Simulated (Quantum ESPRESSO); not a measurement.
# TiC under changes of volume

One of the cells (10.158 Å³/atom); the others are scaled copies at fixed shape and fractional positions:

```
Ti C
1.0
     0.00000    2.16572    2.16572
     2.16572    0.00000    2.16572
     2.16572    2.16572    0.00000
Ti C
1 1
Cartesian
  0.0000 0.0000 0.0000
  2.1657 2.1657 2.1657
```

The cell is a database's computed one.

* Program: Quantum ESPRESSO 7.5
* Functional: rev-vdW-DF2
* Potentials or basis: PseudoDojo 0.4.1 SR PBE standard
* Cutoff: 1143 eV
* Density cutoff: 4572 eV
* k mesh: 11 × 11 × 11
* Occupations: fermi-dirac, width 0.05 eV
* Spin: no spin polarisation

```csv
volume (Å³/atom),energy over the lowest point (meV/atom),pressure (GPa)
9.548,23.94,15.4
9.752,8.45,9.0
9.955,?,?
10.158,0.00,-2.1
10.361,5.62,-6.8
10.564,16.97,-11.1
10.767,33.50,-15.0
```

Question: What does the run at 9.955 Å³/atom give?

Answer: Energy over the lowest point 0.72 meV/atom; pressure 3.2 GPa.

Worked out: A Birch-Murnaghan fit of order 3 (a polynomial in V^(-2/3)) to the other rows has its minimum at 10.08 Å³/atom with B0 = V·E''(V) = 257 GPa and B' = 3.9. It gives 0.74 meV/atom at 9.955 Å³/atom, against the run's 0.72, and -dE/dV = 3.2 GPa, against 3.2.

Energies are extrapolated to zero smearing.

Caveats: the potentials were made for another functional, which shifts forces and pressure.
